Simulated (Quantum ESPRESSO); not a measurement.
# BaTiO3 (Barioperovskite): zone-centre phonons under several settings

```
CELL_PARAMETERS angstrom
3.98550 0.00000 0.00000
0.00000 2.83690 2.84515
0.00000 -2.83690 2.84515
ATOMIC_POSITIONS crystal
Ba 0.00000 0.00000 0.00000
Ti 0.50000 0.51240 0.51240
O 0.50000 0.99184 0.50524
O 0.50000 0.50524 0.99184
O 0.00000 0.48740 0.48740
```

All runs used Quantum ESPRESSO 7.5; potentials PseudoDojo 0.4.1 SR LDA standard; k mesh 2 × 2 × 2, shifted; no spin polarisation; cutoff 1143 eV; occupations smeared at first, fixed for the response.

| level | geometry | volume (Å³/atom) | pressure (GPa) | lowest optical mode without the field (cm⁻¹) | highest optical mode without the field (cm⁻¹) | sum of the Born charges (e) |
| --- | --- | --- | --- | --- | --- | --- |
| LDA | relaxed at 0 GPa | ? | 0.0 | ? | ? | ? |
| LDA | relaxed at 5 GPa | 11.88 | 5.0 | 182 | 521 | 0.59 |
| LDA | relaxed at 10 GPa | 11.63 | 10.0 | 191 | 538 | 0.58 |
| LDA | relaxed at 20 GPa | 11.19 | 20.0 | 207 | 579 | 0.55 |
| LDA | relaxed at 40 GPa | 10.51 | 40.0 | 233 | 667 | 0.50 |

Question: What stands in the row left open?

Answer: Volume 12.17 Å³/atom; lowest optical mode without the field 172 cm⁻¹; highest optical mode without the field 506 cm⁻¹; sum of the Born charges 0.61 e.

Caveats: all runs use coarse meshes; this release of the barium file is off; the cell relaxed to another space group than the one typed; the cell is more than 3 GPa from zero pressure, which shifts response properties (some runs); the volume moved by over 15 % at a fixed basis, so the end points are rough (some runs).

For the row left open. Caveat: the k mesh is coarse (spacing up to 0.79 Å⁻¹), so the values aren't converged; the mesh is thin for the dielectric tensor, Born charges and intensities, which usually come out too large; this release of the barium file is off; the cell relaxed to another space group than the one typed; the Born charges break their sum rule by 0.61 e, a sign of too thin a mesh.
